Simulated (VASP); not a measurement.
# ZrO (Cmmm) in VASP: relaxation of cell and atoms with r2SCAN+D3(BJ)

Aim: the relaxation of cell and atoms of ZrO with r2SCAN+D3(BJ).

Everything below comes from runs of VASP 6.6.1. Logs are shortened: lines on timing, memory, paths and dates and some standing lists are left out, and cuts for length are marked.

### Step 1. The crystal as given

The structure is orthorhombic, space group Cmmm (No. 65). The conventional cell has a = 3.653 Å, b = 5.838 Å, c = 2.620 Å, α = 90.00°, β = 90.00°, γ = 90.00°. Around Zr (site symmetry mmm) lie 2 O at 1.83 Å. O (site symmetry mmm) is surrounded by 2 Zr at 1.83 Å.

The cell was built by a generator and needn't be a form met in nature.

### Step 2. Relaxation of cell and atoms, r2SCAN+D3(BJ)

File INCAR:

```
SYSTEM = ZrO
PREC = Accurate ; ENCUT = 600
EDIFF = 1E-6 ; ISMEAR = 0
SIGMA = 0.05 ; LREAL = .FALSE.
LASPH = .TRUE. ; NELM = 60
ALGO = Normal ; ISIF = 3
LWAVE = .FALSE. ; LCHARG = .FALSE.
METAGGA = R2SCAN ; LMIXTAU = .TRUE.
IVDW = 12 ; VDW_S6 = 1.0
VDW_S8 = 0.78981345 ; VDW_A1 = 0.49484001
VDW_A2 = 5.73083694 ; IBRION = 2
NSW = 60 ; EDIFFG = -0.01
```

File KPOINTS:

```
regular mesh
0
G
  9 9 10
  0 0 0
```

File POSCAR:

```
ZrO
1.0
    1.8266398600     -2.9188492700      0.0000000000
    1.8266398600      2.9188492700      0.0000000000
    0.0000000000      0.0000000000      2.6199383700
Zr O
1 1
Direct
    0.0000000000      0.0000000000      0.0000000000
    0.5000000000      0.5000000000      0.0000000000
```

Potentials or basis: VASP PAW PBE potentials, release 64 (Zr_sv, O).

The run is started by

```bash
> cat potpaw_PBE.64/Zr_sv/POTCAR potpaw_PBE.64/O/POTCAR > POTCAR
> mpirun -np 1 vasp_std > vasp.out
```

OUTCAR:

```text
SYSTEM = ZrO
   PREC = Accurate
   ENCUT = 600
   EDIFF = 1E-6
   ISMEAR = 0
   LREAL = .FALSE.
   LASPH = .TRUE.
   NELM = 60
   ISIF = 3
   METAGGA = R2SCAN
   IVDW = 12
   IBRION = 2
   NSW = 60
   EDIFFG = -0.01
 IVDW          = 12

 ion  position               nearest neighbor table
   1  0.000  0.000  0.000-   2 1.83   2 1.83   2 2.92   2 2.92
   2  0.500  0.500  0.000-   1 1.83   1 1.83   1 2.92   1 2.92

  LATTYP: Found a base centered orthorhombic cell.
 ALAT       =     3.6532797200
 B/A-ratio  =     1.5979336343
 C/A-ratio  =     0.7171469394

  Lattice vectors:

 A1 = (   1.8266398600,  -2.9188492700,   0.0000000000)
 A2 = (   1.8266398600,   2.9188492700,   0.0000000000)
 A3 = (   0.0000000000,   0.0000000000,   2.6199383700)

Analysis of symmetry for initial positions (statically):
=====================================================================
 Subroutine PRICEL returns:
 Original cell was already a primitive cell.

 Routine SETGRP: Setting up the symmetry group for a
 base centered orthorhombic supercell.

 Subroutine GETGRP returns: Found  8 space group operations
 (whereof  8 operations were pure point group operations)
 out of a pool of  8 trial point group operations.

The static configuration has the point symmetry D_2h.

Analysis of symmetry for dynamics (positions and initial velocities):
=====================================================================
 Subroutine PRICEL returns:
 Original cell was already a primitive cell.

 Routine SETGRP: Setting up the symmetry group for a
 base centered orthorhombic supercell.

 Subroutine GETGRP returns: Found  8 space group operations
 (whereof  8 operations were pure point group operations)
 out of a pool of  8 trial point group operations.

The dynamic configuration has the point symmetry D_2h.

 Subroutine INISYM returns: Found  8 space group operations
 (whereof  8 operations are pure point group operations),
 and found     1 'primitive' translations

----------------------------------------------------------------------------------------

                                     Primitive cell

  volume of cell :      27.9374

  direct lattice vectors                    reciprocal lattice vectors
     1.826639860 -2.918849270  0.000000000     0.273726645 -0.171300384  0.000000000
     1.826639860  2.918849270  0.000000000     0.273726645  0.171300384  0.000000000
     0.000000000  0.000000000  2.619938370     0.000000000  0.000000000  0.381688368

  length of vectors
     3.443297001  3.443297001  2.619938370     0.322908807  0.322908807  0.381688368

  position of ions in fractional coordinates (direct lattice)
     0.000000000  0.000000000  0.000000000
     0.500000000  0.500000000  0.000000000

  ion indices of the primitive-cell ions
   primitive index   ion index
                 1           1
                 2           2

----------------------------------------------------------------------------------------

 KPOINTS: regular mesh

Automatic generation of k-mesh.
 Grid dimensions read from file:
 generate k-points for:    9    9   10

 Generating k-lattice:

  Cartesian coordinates                     Fractional coordinates (reciprocal lattice)
     0.030414072 -0.019033376  0.000000000     0.111111111  0.000000000  0.000000000
     0.030414072  0.019033376  0.000000000     0.000000000  0.111111111  0.000000000
     0.000000000  0.000000000  0.038168837     0.000000000  0.000000000  0.100000000

  Length of vectors
     0.035878756  0.035878756  0.038168837

  Shift w.r.t. Gamma in fractional coordinates (k-lattice)
     0.000000000  0.000000000  0.000000000

 Subroutine IBZKPT returns following result:
 ===========================================

 Found    150 irreducible k-points:

 Following reciprocal coordinates:
            Coordinates               Weight
  0.000000  0.000000  0.000000      1.000000
  0.111111 -0.000000  0.000000      4.000000
  0.222222 -0.000000  0.000000      4.000000
  0.333333 -0.000000  0.000000      4.000000
  0.444444 -0.000000  0.000000      4.000000
  0.111111  0.111111  0.000000      2.000000
[... 16 lines left out ...]
 -0.333333  0.333333  0.000000      2.000000
  0.444444  0.444444  0.000000      2.000000
 [... further k-points ...]
   k-points           NKPTS =    150   k-points in BZ     NKDIM =    150   number of bands    NBANDS=     13
   number of dos      NEDOS =    301   number of ions     NIONS =      2
   total plane-waves  NPLWV =  18816
   dimension x,y,z NGX =    28 NGY =   28 NGZ =   24
   dimension x,y,z NGXF=    56 NGYF=   56 NGZF=   48
   ions per type =               1   1
   NGX,Y,Z   is equivalent  to a cutoff of  13.52, 13.52, 15.23 a.u.
   NGXF,Y,Z  is equivalent  to a cutoff of  27.04, 27.04, 30.46 a.u.
 SYSTEM =  ZrO
   PREC   = accura    normal or accurate (medium, high low for compatibility)
   ISTART =      0    job   : 0-new  1-cont  2-samecut
   ICHARG =      2    charge: 1-file 2-atom 10-const
   ISPIN  =      1    spin polarized calculation?
   LNONCOLLINEAR =      F non collinear calculations
   LSORBIT =      F    spin-orbit coupling
   LASPH  =      T    aspherical Exc in radial PAW
   ENCUT  =  600.0 eV  44.10 Ry    6.64 a.u.   6.88  6.88  5.23*2*pi/ulx,y,z
   NELM   =     60;   NELMIN=  2; NELMDL= -5     # of ELM steps
   EDIFF  = 0.1E-05   stopping-criterion for ELM
   LREAL  =      F    real-space projection
   EDIFFG = -.1E-01   stopping-criterion for IOM
   NSW    =     60    number of steps for IOM
   IBRION =      2    ionic relax: 0-MD 1-quasi-New 2-CG
   NFREE  =      1    steps in history (QN), initial steepest desc. (CG)
   ISIF   =      3    stress and relaxation
   ISYM   =      2    0-nonsym 1-usesym 2-fastsym
   POTIM  = 0.5000    time-step for ionic-motion
   TEBEG  =    0.0;   TEEND  =   0.0 temperature during run
   PSTRESS=    0.0 pullay stress
   NELECT =      18.0000    total number of electrons
   NUPDOWN=      -1.0000    fix difference up-down
   EMIN   =  10.00;   EMAX   =-10.00  energy-range for DOS
   EFERMI =   0.00;   METHOD = LEGACY
   ISMEAR =     0;   SIGMA  =   0.05  broadening in eV -4-tet -1-fermi 0-gaus
   EFERMI_NEDOS =   21; number of points for ismear=-14 and -15
   IALGO  =     38    algorithm
   IMIX   =      4    mixing-type and parameters
     AMIX     =   0.40;   BMIX     =  1.00
     AMIX_MAG =   1.60;   BMIX_MAG =  1.00
  volume/ion in A,a.u.               =      13.97        94.27
  Fermi-wavevector in a.u.,A,eV,Ry     =   1.413960  2.671997 27.201893  1.999283
  Thomas-Fermi vector in A             =   2.535552
   LORBIT       =      0    0 simple, 1 ext, 2 COOP (PROOUT), +10 PAW based schemes
   METAGGA = R2SCAN    functional components
   LHFCALC =     F    Hartree Fock is set to
   AEXX    =    0.0000 exact exchange contribution
   IVDW    =    12    specifies the selected vdW correction
   LEPSILON=     F    determine dielectric tensor
   LRPA    =     F    only Hartree local field effects (RPA)
 conjugate gradient relaxation of ions
 non-spin polarized calculation
 Gauss-broadening in eV      SIGMA  =   0.05
  energy-cutoff  :      600.00
  volume of cell :       27.94
 maximum number of plane-waves:       950
   NGX = 13   NGY = 13   NGZ = 11

--------------------------------------- Ionic step        1  -------------------------------------------

 number of electron      18.0000002 magnetization

 Free energy of the ion-electron system (eV)
  ---------------------------------------------------
  ext. energy  EPLUGINS =         0.00000000
  ---------------------------------------------------
  free energy    TOTEN  =       -30.35368216 eV

  energy without entropy =      -30.35154938  energy(sigma->0) =      -30.35261577

------------------------ aborting loop because EDIFF is reached ----------------------------------------

 Edisp (eV)   -0.31588

 E8    (eV) :    -0.1171

  FORCE on cell =-STRESS in cart. coord.  units (eV):
  Direction    XX          YY          ZZ          XY          YZ          ZX
  --------------------------------------------------------------------------------------
  -------------------------------------------------------------------------------------
  Total      25.29480    -0.50428     6.70607     0.00000     0.00000     0.00000
  in kB    1450.62816   -28.91982   384.58554     0.00000     0.00000     0.00000
  external pressure =      602.10 kB  Pullay stress =        0.00 kB
[... 21 lines left out ...]
  energy  without entropy=      -30.6674258020  energy(sigma->0) =      -30.66849219

--------------------------------------- Ionic step        2  -------------------------------------------

 number of electron      17.9999992 magnetization

 E-fermi :   3.1168     XC(G=0):  -9.1394

 val. band max:        3.1120686551   @ k =   0.0000   0.0000   0.4000
 cond. band min:       3.1249988463   @ k =  -0.3333   0.1111   0.5000
 fundamental gap:      0.0129301912
 Fermi energy:         3.1168050478

 k-point     1 :       0.0000    0.0000    0.0000
  band No.  band energies     occupation
      1     -49.0854      2.00000
      2     -26.4160      2.00000
      3     -26.4025      2.00000
      4     -25.6524      2.00000
      5     -14.4179      2.00000
      6       0.2502      2.00000
      7       0.7660      2.00000
      8       1.0578      2.00000
      9       2.5747      2.00000
     10       2.6025      2.00000
     11       3.1323      0.66098
     12       4.4162      0.00000
     13       6.0360      0.00000
[... 353 lines left out ...]
 k-point    24 :       0.4444    0.4444    0.0000
  band No.  band energies     occupation
      1     -49.0828      2.00000
      2     -26.4421      2.00000
      3     -26.4301      2.00000
      4     -25.6496      2.00000
      5     -14.3600      2.00000
      6       0.0950      2.00000
      7       0.1839      2.00000
      8       0.8167      2.00000
      9       2.6076      2.00000
     10       4.1228      0.00000
     11       4.8189      0.00000
     12       5.8171      0.00000
     13       6.5381      0.00000

 [... further k-points ...]

------------------------ aborting loop because EDIFF is reached ----------------------------------------

 Edisp (eV)   -0.17938

 E8    (eV) :    -0.0661

  FORCE on cell =-STRESS in cart. coord.  units (eV):
  Direction    XX          YY          ZZ          XY          YZ          ZX
  --------------------------------------------------------------------------------------
  -------------------------------------------------------------------------------------
  Total     -18.04870   -13.42642    -1.95730     0.00000     0.00000     0.00000
  in kB    -560.15087  -416.69599   -60.74581     0.00000     0.00000     0.00000
  external pressure =     -345.86 kB  Pullay stress =        0.00 kB
[... 57 lines left out ...]
  FREE ENERGIE OF THE ION-ELECTRON SYSTEM (eV)
  ---------------------------------------------------
  free  energy   TOTEN  =       -31.8578327502 eV

  energy  without entropy=      -31.8564198165  energy(sigma->0) =      -31.85712628

[... ionic steps 4 to 25 ...]

--------------------------------------- Ionic step       26  -------------------------------------------

 number of electron      18.0000005 magnetization

------------------------ aborting loop because EDIFF is reached ----------------------------------------

 Edisp (eV)   -0.29888

 E8    (eV) :    -0.1108
[... 69 lines left out ...]
  energy  without entropy=      -33.8503123635  energy(sigma->0) =      -33.85093122

--------------------------------------- Ionic step       28  -------------------------------------------

 number of electron      18.0000005 magnetization

 Free energy of the ion-electron system (eV)
  ---------------------------------------------------
  ext. energy  EPLUGINS =         0.00000000
  ---------------------------------------------------
  free energy    TOTEN  =       -33.55272353 eV

  energy without entropy =      -33.55148632  energy(sigma->0) =      -33.55210492

 E-fermi :   9.1740     XC(G=0): -11.8482

 val. band max:        9.1653206247   @ k =   0.2222   0.1111   0.3000
 cond. band min:       9.1879714630   @ k =   0.4444   0.4444   0.2000
 fundamental gap:      0.0226508383
 Fermi energy:         9.1739503894

 k-point     1 :       0.0000    0.0000    0.0000
  band No.  band energies     occupation
      1     -42.1938      2.00000
      2     -19.2735      2.00000
      3     -19.2699      2.00000
      4     -19.1520      2.00000
      5     -12.7893      2.00000
      6       3.8497      2.00000
      7       3.8684      2.00000
      8       4.4185      2.00000
      9       5.4113      2.00000
     10       6.6225      2.00000
     11      12.3503      0.00000
     12      12.4894      0.00000
     13      12.9656      0.00000
[... 353 lines left out ...]
 k-point    24 :       0.4444    0.4444    0.0000
  band No.  band energies     occupation
      1     -42.0105      2.00000
      2     -20.0387      2.00000
      3     -20.0067      2.00000
      4     -19.0047      2.00000
      5     -12.7011      2.00000
      6       3.1507      2.00000
      7       3.3627      2.00000
      8       4.5964      2.00000
      9       7.8188      2.00000
     10      10.9129      0.00000
     11      11.0436      0.00000
     12      13.7829      0.00000
     13      14.2596      0.00000

 [... further k-points ...]

------------------------ aborting loop because EDIFF is reached ----------------------------------------

 Edisp (eV)   -0.29883

 E8    (eV) :    -0.1107

  FORCE on cell =-STRESS in cart. coord.  units (eV):
  Direction    XX          YY          ZZ          XY          YZ          ZX
  --------------------------------------------------------------------------------------
  -------------------------------------------------------------------------------------
  Total       0.01326    -0.01049     0.01956     0.00000     0.00000     0.00000
  in kB       0.71932    -0.56919     1.06103     0.00000     0.00000     0.00000
  external pressure =        0.40 kB  Pullay stress =        0.00 kB
[... 17 lines left out ...]
  FREE ENERGIE OF THE ION-ELECTRON SYSTEM (eV)
  ---------------------------------------------------
  free  energy   TOTEN  =       -33.8515502303 eV

  energy  without entropy=      -33.8503130214  energy(sigma->0) =      -33.85093163

 reached required accuracy - stopping structural energy minimisation
```

Run time: 51 min. Hardware: 1 thread of Intel Xeon Platinum 8488C (Sapphire Rapids), shared host; peak memory 0.25 GiB.

Results:

```yaml
Free_energy: -33.8516 eV
Relaxed_volume: 14.77 Å³/atom
Relaxed_cell: a = 3.069 Å, b = 3.069 Å, c = 3.136 Å, α = 90.00°, β = 90.00°, γ = 90.13°
Space_group_after_relaxing_to_0.05_Å: P4/mmm (No. 123)
Energy_gained_by_relaxing: 1591.0 meV/atom
Ionic_steps: 28
Pressure_after_relaxing: 0.0 GPa
Band_gap_on_the_k_mesh: none (metal or under the smearing width)
Dispersion_energy_per_atom: -0.149 eV
```

Step by step:
```
step  energy change (eV)  largest force (eV/Å)  pressure (GPa)  volume (Å³)
   1              0.0000                0.0000           60.21        27.94
   2              3.0489                0.0000          -34.59        51.62
   3             -1.1883                0.0000          -13.98        35.09
   4             -1.3760                0.0000           -6.30        33.53
   5             -1.4137                0.0000            1.63        32.34
   6             -1.4151                0.0000            0.53        32.49
   7             -2.2013                0.0000           -9.50        34.04
   8             -2.6398                0.0000          -11.54        34.84
   9             -2.0184                0.0000            9.81        34.69
  10             -2.7173                0.0000          -11.21        34.95
  11             -2.2372                0.0000           31.28        29.88
  12             -2.9734                0.0000           -2.89        32.85
  13             -2.9765                0.0000           -2.02        32.71
  14             -3.1235                0.0000           -5.56        31.52
  15             -3.1234                0.0000           -5.54        31.54
  16             -3.1702                0.0000            4.25        28.98
  17             -3.1729                0.0000            2.09        29.46
  18             -3.1737                0.0000           -1.63        29.50
  19             -3.1817                0.0000            0.05        29.48
  20             -3.1820                0.0000            0.25        29.50
  21             -3.1820                0.0000            0.23        29.50
  22             -3.1820                0.0000           -0.16        29.57
  23             -3.1820                0.0000           -0.01        29.54
  24             -3.1820                0.0000           -0.03        29.53
  25             -3.1820                0.0000            0.09        29.51
  26             -3.1820                0.0000            0.07        29.53
  27             -3.1820                0.0000            0.05        29.53
  28             -3.1820                0.0000            0.04        29.53
```

Final structure:
```
Zr O
1.0
     2.16747   -2.17235    0.00000
     2.16747    2.17235    0.00000
     0.00000    0.00000    3.13607
Zr O
1 1
Direct
  0.00000 0.00000 0.00000
  0.50000 0.50000 0.00000
```

Caveat: the PAW data sets were made with another functional, which shifts forces and pressure a little; pairwise dispersion overbinds metals, which lowers pressure and volume.

### Step 3. The reference run

An earlier run on the cell as given: functional PBE; potentials or basis VASP PAW PBE potentials, release 64 (Zr_sv, O); cutoff 520 eV; k mesh 9 × 9 × 10; occupations fermi-dirac, width 0.05 eV; no spin polarisation.

- Pressure: 62.8 GPa
- Band gap on the k mesh: none (metal or under the smearing width)
